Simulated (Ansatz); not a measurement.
BaTiO3:

```
CELL_PARAMETERS angstrom
-0.09159 0.02278 -3.96240
3.88088 4.13178 0.06850
3.92317 -4.17407 0.11386
ATOMIC_POSITIONS crystal
Ba 0.99749 0.00015 0.00043
Ba 0.99982 0.49875 0.50109
Ti 0.50075 0.49906 0.99785
Ti 0.50366 0.99877 0.49738
O 0.99896 0.49878 0.99824
O 0.00194 0.99976 0.50212
O 0.49413 0.25153 0.25251
O 0.49937 0.75231 0.74826
O 0.50326 0.25086 0.74969
O 0.50062 0.75003 0.25243
```

| Property | Result |
| --- | --- |
| Program | Ansatz 0.2.0 |
| Task | relaxation of cell and atoms |
| Functional | PBEsol |
| Dispersion | D3(BJ) |
| Potentials or basis | Ansatz PAW |
| Cutoff | 420 eV (not typed: the program's choice for these potentials) |
| k mesh | 7 × 5 × 5 |
| Occupations | fermi-dirac, width 0.05 eV |
| Spin | no spin polarisation |

At the start: volume 12.83 Å³/atom.

Task: Where does the relaxation end?

Result: It ends after 9 steps and the volume is 12.35 Å³/atom (-3.8 %); space group R3m (No. 160, to 0.05 Å).

The path:
```csv
step,energy change (eV),largest force (eV/Å),volume (Å³)
1,0.0000,0.2527,128.34
2,-0.3352,0.1534,122.90
3,-0.4291,0.0393,122.70
4,-0.4327,0.0755,122.84
5,-0.4426,0.0189,123.52
6,-0.4423,0.0026,123.63
7,-0.4352,0.0024,123.63
8,-0.4361,0.0015,123.49
9,-0.4357,0.0015,123.49
```

Final structure:
```
Ba Ti O
1.0
    -0.00218    0.00235   -3.95197
     3.94812    3.95307   -0.00053
     3.95254   -3.95735    0.00407
Ba Ti O
2 2 6
Direct
  0.00409 0.00025 0.99581
  0.00409 0.50024 0.49581
  0.51237 0.50065 0.98733
  0.51245 0.00064 0.48734
  0.99211 0.49981 0.00441
  0.99210 0.99981 0.50441
  0.49577 0.24781 0.25631
  0.49577 0.74781 0.75631
  0.49562 0.25149 0.75614
  0.49562 0.75149 0.25614
```

Caveat: the plane-wave basis is chosen anew once the cell has moved, so the energies of steps on either side of that aren't comparable; the pressure holds a Pulay correction of +0.6 GPa for the finite cutoff; the PAW data sets come from PBE, with cores solved anew for the run's functional, which leaves a small shift of forces and pressure.
